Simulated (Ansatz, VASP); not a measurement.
**NaCl: VASP beside Ansatz**

The input INCAR:

```
PREC     = Accurate       # precision mode
ENCUT    = 520            # plane-wave cutoff, eV
EDIFF    = 1E-7           # SCF threshold, eV
ISMEAR   = 0              # smearing method
SIGMA    = 0.05           # smearing width, eV
LREAL    = False          # projectors in reciprocal space
LASPH    = True           # aspherical terms in the spheres
NELM     = 80             # most SCF steps
ALGO     = Normal         # electronic algorithm
ISIF     = 2              # what is computed and relaxed
LWAVE    = False          # write WAVECAR
LCHARG   = False          # write CHGCAR
GGA      = PS             # functional
NBANDS   = 14             # bands
```

The input KPOINTS:

```
regular mesh
0
Gamma
  10 10 10
```

Contents of POSCAR:

```
NaCl
1.0
    3.4009553048      0.0000000000      0.0000000000
    0.0000000000      3.4009553048      0.0000000000
    0.0000000000      0.0000000000      3.4009553048
Na Cl
1 1
Direct
    0.0000000000      0.0000000000      0.0000000000
    0.5000000000      0.5000000000      0.5000000000
```

Input for Ansatz:

```yaml
crystal:
  lattice:
    - [3.4009553048, 0.0, 0.0]
    - [0.0, 3.4009553048, 0.0]
    - [0.0, 0.0, 3.4009553048]
  atoms:
    - { symbol: Na, position: [0.0, 0.0, 0.0] }
    - { symbol: Cl, position: [0.5, 0.5, 0.5] }
basis:
  ecutwfc: 420
  ecutrho_ratio: 4
kpoints:
  mp_grid: { grid: [10, 10, 10] }
hamiltonian:
  xc: pbesol
scf:
  occupations: { method: gaussian, width: 0.05 }
output:
  forces: true
  stress: true
  eigenvalues: true
```

Alike in both runs: task single point; functional PBEsol; k mesh 10 × 10 × 10; occupations gaussian, width 0.05 eV; no spin polarisation.

|  | VASP | Ansatz |
| --- | --- | --- |
| version | VASP 6.6.1 | Ansatz 0.2.0 |
| potentials or method | VASP PAW PBE potentials, release 64 (Na_pv, Cl) | scalar-relativistic, plane waves, PAW |
| plane-wave cutoff (eV) | 520 | 420 |
| valence electrons in the cell | 14 | 16 |

|  | VASP | Ansatz | Ansatz less VASP |
| --- | --- | --- | --- |
| gap on the k mesh at the Fermi level (eV) | 4.13 | 4.14 | +0.003 |
| least direct gap on the mesh (eV) | 4.71 | 4.71 | +0.003 |
| pressure (GPa) | 1.3 | 1.3 | -0.01 |

The functional is the same, so the differences come from potentials, cutoffs and numerics. The two sets of potentials don't hold the same shells in valence.

Caveats: the PAW data sets were made with another functional, which shifts forces and pressure a little (VASP). A k mesh can miss the band edges. Expect the measured gap to be larger: semilocal functionals such as PBEsol lack the derivative discontinuity.
